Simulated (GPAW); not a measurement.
MgO in GPAW: the effect of functional

The system is MgO.

```
Mg O
1.0
     0.00000    2.09700    2.09700
     2.09700    0.00000    2.09700
     2.09700    2.09700    0.00000
Mg O
1 1
Direct
  0.00000 0.00000 0.00000
  0.50000 0.50000 0.50000
```

The cell is a database's computed one.

Alike in all runs:

- Program: GPAW 26.7.0
- Task: single point
- Cutoff: 800 eV
- Basis: pw
- k mesh: 11 × 11 × 11
- Occupations: fermi-dirac, width 0.05 eV
- Spin: no spin polarisation

```csv
functional,potentials or basis,gap on the mesh (eV)
LDA,the program's PAW data sets (release 1.2.1) made for this functional,?
PBE,GPAW PAW data sets (gpaw-data 1.2.1),4.89
BLYP,PAW data sets generated in the run's folder for this functional,5.17
optB88-vdW,GPAW PAW data sets (gpaw-data 1.2.1),5.15
r2SCAN,GPAW PAW data sets (gpaw-data 1.2.1),5.80
AM05,PAW data sets generated in the run's folder for this functional,4.86
RPBE,the program's PAW data sets (release 1.2.1) made for this functional,5.00
vdW-DF2,GPAW PAW data sets (gpaw-data 1.2.1),5.29
TPSS,GPAW PAW data sets (gpaw-data 1.2.1),4.99
```

Task: What does the run with functional LDA give?

Result: gap on the mesh 4.80 eV.

Caveats: an odd mesh through Γ misses points on the zone boundary, where band edges often lie (some runs).
